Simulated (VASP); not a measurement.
# InP (F-43m) under biaxial strain in the (111) plane, part 2 of 2

How do the elastic response and the band edges of InP follow biaxial strain in the (111) plane?

VASP 6.6.1, plane waves and PAW; the level of theory is named at each step.

So far. Step 5 (Band edges, LDA): The run ends at a pressure of -1.86 GPa, with forces up to 0.0028 eV/Å.

## (6) The whole series

LASPH is off in runs at LDA and on in runs at HSE06.

Hybrid runs start from orbitals of a short LDA run, not shown.

Runs beyond LDA use the data sets made with LDA; this shifts their levels slightly, and their total energies have another zero.

The other members went through these steps as far as the tables show, with the same cutoff and, step by step, the same mesh; 42 runs are not shown. The session took 5.0 core hours (wall time by ranks) on a shared machine.

```
in-plane strain (%)  strain along the normal (%)  in-plane stress, tension positive (GPa)  energy above the unstrained row (meV/atom)  gap on the mesh, LDA (eV)
             -2.000                        1.277                                   -3.114                                       9.480                      0.634
             -1.000                        0.629                                   -1.510                                       2.345                      0.629
             -0.500                        0.310                                   -0.731                                       0.592                      0.618
                  0                       -0.014                                    0.010                                       0.000                      0.602
              0.500                       -0.314                                    0.737                                       0.548                      0.527
              1.000                       -0.621                                    1.436                                       2.213                      0.454
              2.000                       -1.204                                    2.775                                       8.733                      0.320
```

Slopes at zero strain, from cubics through all rows: strain ratio -0.626, stress over strain 147 GPa.

Band edges at HSE06, counted from the valence-band top at Γ, with one row partly withheld:

```
in-plane strain (%)  gap (eV)  conduction band at Γ (eV)  Δ or X valley along z (eV)  Δ or X valley along x (eV)  lowest conduction level at L, [111] (eV)  lowest conduction level at L, [-111] (eV)  second valence level below the top (eV)  third valence level below the top (eV)
             -2.000     1.660                      1.661                       2.167                       2.167                                     2.627                                      2.203                                    0.000                                   0.262
             -1.000     1.654                      1.654                       2.275                       2.275                                     2.475                                      2.268                                    0.000                                   0.123
             -0.500     1.641                      1.641                       2.318                       2.318                                     2.398                                      2.297                                    0.000                                   0.060
                  0     1.621                      1.621                       2.353                       2.353                                     2.322                                      2.323                                    0.000                                   0.000
              0.500     1.540                      1.540                       2.325                       2.325                                     2.192                                      2.292                                    0.055                                   0.055
              1.000     1.459                      1.459                       2.293                       2.293                                         ?                                      2.262                                    0.106                                   0.106
              2.000     1.299                      1.300                       2.224                       2.224                                     1.833                                      2.208                                    0.192                                   0.192
```

Conduction masses, in electron masses:

```
in-plane strain (%)  conduction mass at Γ, along the strain axis or the normal of the plane  conduction mass at Γ, across the strain axis or in the plane  L [111] mass, longitudinal  L [111] mass, transverse along [1-10]
             -2.000                                                                   0.088                                                         0.110                       2.247                                  0.150
             -1.000                                                                   0.092                                                         0.101                       2.113                                  0.147
             -0.500                                                                   0.093                                                         0.098                       2.044                                  0.146
                  0                                                                   0.095                                                         0.095                       2.011                                  0.146
              0.500                                                                   0.095                                                         0.091                       1.949                                  0.145
              1.000                                                                   0.095                                                         0.088                       1.896                                  0.143
              2.000                                                                   0.093                                                         0.082                       1.777                                  0.140
```

Band edges at LDA, counted from the valence-band top at Γ:

```
in-plane strain (%)  gap (eV)  conduction band at Γ (eV)  Δ or X valley along z (eV)  Δ or X valley along x (eV)  lowest conduction level at L, [111] (eV)  lowest conduction level at L, [-111] (eV)  second valence level below the top (eV)  third valence level below the top (eV)
             -2.000     0.632                      0.632                       1.381                       1.381                                     1.645                                      1.243                                    0.000                                   0.255
             -1.000     0.627                      0.627                       1.489                       1.489                                     1.504                                      1.308                                    0.000                                   0.120
             -0.500     0.616                      0.616                       1.532                       1.532                                     1.434                                      1.338                                    0.000                                   0.058
                  0     0.600                      0.600                       1.566                       1.566                                     1.363                                      1.365                                    0.000                                   0.000
              0.500     0.526                      0.526                       1.539                       1.539                                     1.242                                      1.336                                    0.053                                   0.053
              1.000     0.453                      0.453                       1.508                       1.508                                     1.125                                      1.309                                    0.102                                   0.102
              2.000     0.318                      0.318                       1.444                       1.444                                     0.914                                      1.266                                    0.180                                   0.180
```

Conduction masses, in electron masses:

```
in-plane strain (%)  conduction mass at Γ, across the strain axis or in the plane  L [111] mass, longitudinal  L [111] mass, transverse along [1-10]
             -2.000                                                         0.058                       2.486                                  0.141
             -1.000                                                         0.054                       2.314                                  0.138
             -0.500                                                         0.052                       2.211                                  0.136
                  0                                                         0.049                       2.166                                  0.134
              0.500                                                         0.047                       2.083                                  0.132
              1.000                                                         0.045                       2.056                                  0.131
              2.000                                                         0.041                       1.936                                  0.127
```

## (7) Fit and prediction

The quantity to fit is the splitting of the lowest conduction levels at the L points ([111] less [-111]) at HSE06: 0.424, 0.207, 0.102, -0.001, -0.099, -0.375 eV in the rows shown.

Fitting a parabola to the 6 known rows (d: strain along the axis less the strain across it, in %) gives E = 0.001857 d² + 0.1233 d + 4.79e-4 in eV; the residuals are 3.3e-4 eV r.m.s.

At d = -1.621 this predicts -0.1945 eV.

## (8) Prediction against calculation

The calculation gives -0.1953 eV, so the prediction is 0.0008 eV too high, more than twice the residual of the fit.

The splitting is Ξu times 8/9 of d, with d as a fraction, so the linear term gives Ξu = 13.9 eV.

## (9) Outcome

```
ratio of normal to in-plane strain                                  : -0.626
biaxial modulus                                                     : 147 GPa
gap of the unstrained cell, HSE06                                   : 1.62 eV
gap of the unstrained cell, LDA                                     : 0.60 eV
shear deformation potential Ξu of the lowest conduction levels at L : 13.9 eV
error of the predicted row                                          : 0.8 meV
```

As a check, the curvature of the energy gives 148 GPa for the same modulus (energy per volume = M × strain²), 0 % from the slope of the stress. At HSE06 the lowest conduction valley is Γ throughout, and the gap runs between 1.30 and 1.66 eV. At LDA the lowest conduction valley is Γ throughout, and the gap runs between 0.32 and 0.63 eV. Hole masses are left out throughout, since the top bands are degenerate or cross in many series; of conduction masses, those of the Γ, L and (for Si and Ge under (001) strain) Δ valleys are kept where they change by under an eighth between rows. HSE06 ran on a coarser mesh than the semilocal levels. Semilocal gaps are as a rule too small. Spin-orbit coupling is left out at HSE06 and LDA, so the valence splittings there lack it. Δ or X levels are the lowest on their line, refined by a parabola unless they lie at X; the gap is read from all points sampled and can differ from the lowest valley by some meV, or by tens of meV where strain moves the valence top off Γ. Temperature, zero-point motion and excitons are left out.

[Lines on the potential files, build, host, timing and source positions are cut from VASP's logs without a mark.]

[Logs are printed without paths, hosts, clocks, repeated set-up lines and the standing remarks that a program may print on its own settings, such as how far it seeks lower states.]

[Hosts, paths, dates, database ids (printed as entryN), source tags and the programs' standing remarks are cut or masked in the printed files.]

[In band tables of VASP the shares of atoms and orbitals are scaled to a sum of 1 inside the atoms' spheres.]
